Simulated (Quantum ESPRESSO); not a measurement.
A calculation with Quantum ESPRESSO 7.5 of NiO2 (native input, structure typed inline):

pw.in

```
&CONTROL
  calculation = 'scf'
  prefix = 'pwscf'
  outdir = './tmp'
  pseudo_dir = './pseudo'
  tprnfor = .true.
  tstress = .true.
  disk_io = 'low'
/
&SYSTEM
  ibrav = 0
  celldm(1) = 8
  nat = 3
  ntyp = 2
  ecutwfc = 45
  ecutrho = 360
  nbnd = 25
  occupations = 'smearing'
  smearing = 'fd'
  degauss = 0.00367493
  nspin = 2
  starting_magnetization(1) = 0.0556
  starting_magnetization(2) = 0
/
&ELECTRONS
  conv_thr = 6d-10
  electron_maxstep = 120
  mixing_beta = 0.3
/
ATOMIC_SPECIES
Ni    58.6934 ni_pbesol_v1.4.uspp.F.UPF
O     15.9990 o_pbesol_v1.2.uspp.F.UPF
CELL_PARAMETERS alat
  0.3312049509623   0.1912212675926   1.6474383751331
 -0.3312049509623   0.1912212675926   1.6474383751331
  0.0000000000000  -0.3824425351852   1.6474383751331
ATOMIC_POSITIONS crystal
Ni     0.0000000000    0.0000000000    0.0000000000
O      0.3787890000    0.3787890000    0.3787890000
O      0.6212110000    0.6212110000    0.6212110000
K_POINTS automatic
11 11 11 0 0 0
```

pp_density.in

```
&INPUTPP
  prefix = 'pwscf'
  outdir = './tmp'
  filplot = 'density.dat'
  plot_num = 0
/
&PLOT
  nfile = 1
  filepp(1) = 'density.dat'
  iflag = 3
  output_format = 6
  fileout = 'density.cube'
/
```

File pp_potential.in:

```
&INPUTPP
  prefix = 'pwscf'
  outdir = './tmp'
  filplot = 'potential.dat'
  plot_num = 11
/
&PLOT
  nfile = 1
  filepp(1) = 'potential.dat'
  iflag = 3
  output_format = 6
  fileout = 'potential.cube'
/
```

pp_spin.in

```
&INPUTPP
  prefix = 'pwscf'
  outdir = './tmp'
  filplot = 'spin.dat'
  plot_num = 6
/
&PLOT
  nfile = 1
  filepp(1) = 'spin.dat'
  iflag = 3
  output_format = 6
  fileout = 'spin.cube'
/
```

Potentials or basis: GBRV 1.5 PBEsol.

Run with:

```sh
$ OMP_NUM_THREADS=1 mpirun -n 2 pw.x -nk 2 -in pw.in > pw.out
$ OMP_NUM_THREADS=1 mpirun -n 1 pp.x -in pp_density.in > pp_density.out
$ OMP_NUM_THREADS=1 mpirun -n 1 pp.x -in pp_potential.in > pp_potential.out
$ OMP_NUM_THREADS=1 mpirun -n 1 pp.x -in pp_spin.in > pp_spin.out
```

The cell comes from a database or a generator and needn't be the stable form of this composition.

Q: Write the same calculation in another form: ASE script, structure from a POSCAR.

A: As run:

The input run.py:

```python
import numpy as np
from ase.calculators.espresso import Espresso, EspressoProfile
from ase.io import read

atoms = read('POSCAR')
atoms.set_initial_magnetic_moments([1.0, 0.0, 0.0])

input_data = {
    'control': {'calculation': 'scf', 'prefix': 'pwscf', 'outdir': './tmp', 'tprnfor': True, 'tstress': True, 'disk_io': 'nowf'},
    'system': {'ecutwfc': 45.0, 'ecutrho': 360.0, 'nbnd': 25, 'occupations': 'smearing', 'smearing': 'fd', 'degauss': 0.00367493, 'nspin': 2},
    'electrons': {'conv_thr': 6e-10, 'electron_maxstep': 120, 'mixing_beta': 0.3},
}
pseudopotentials = {'O': 'o_pbesol_v1.2.uspp.F.UPF', 'Ni': 'ni_pbesol_v1.4.uspp.F.UPF'}
profile = EspressoProfile(command='mpirun -n 2 pw.x -nk 2', pseudo_dir='pseudo')
dft = Espresso(profile=profile, input_data=input_data, pseudopotentials=pseudopotentials, kpts=(11, 11, 11), koffset=(0, 0, 0))
atoms.calc = dft

print(f'energy {atoms.get_potential_energy():.8f} eV')
print('forces (eV/A)')
print(np.round(atoms.get_forces(), 6))
print('stress (eV/A^3, Voigt)')
print(np.round(atoms.get_stress(), 8))
print(f'Fermi level {dft.get_fermi_level():.4f} eV')
```

The input POSCAR:

```
NiO2
1.0
    1.4021288975      0.8095194964      6.9742947559
   -1.4021288975      0.8095194964      6.9742947559
    0.0000000000     -1.6190389928      6.9742947559
Ni O
1 2
Direct
    0.0000000000      0.0000000000      0.0000000000
    0.3787890000      0.3787890000      0.3787890000
    0.6212110000      0.6212110000      0.6212110000
```

Potentials or basis: GBRV 1.5 PBEsol.

Launch:

```console
$ OMP_NUM_THREADS=1 python run.py
```

Both were run:

|  | native input, structure typed inline | ASE script, structure from a POSCAR |
| --- | --- | --- |
| Pressure | -3.5 GPa | -3.5 GPa |
| Largest force | 0.441 eV/Å | 0.441 eV/Å |
| Band gap on the k mesh | 1.29 eV, indirect (least direct gap 1.55 eV) | 1.29 eV, indirect (least direct gap 1.55 eV) |
| Net moment | 0.00 μB per cell | 0.00 μB per cell |
| Absolute moment | 0.00 μB per cell | 0.00 μB per cell |
| Valence electrons inside the program's atomic spheres | Ni 15.08; O 5.08 | Ni 15.08; O 5.08 |

Keys that steer only the numerical path or the files written may differ.

Caveat: an odd mesh through Γ misses points on the zone boundary, where band edges often lie.
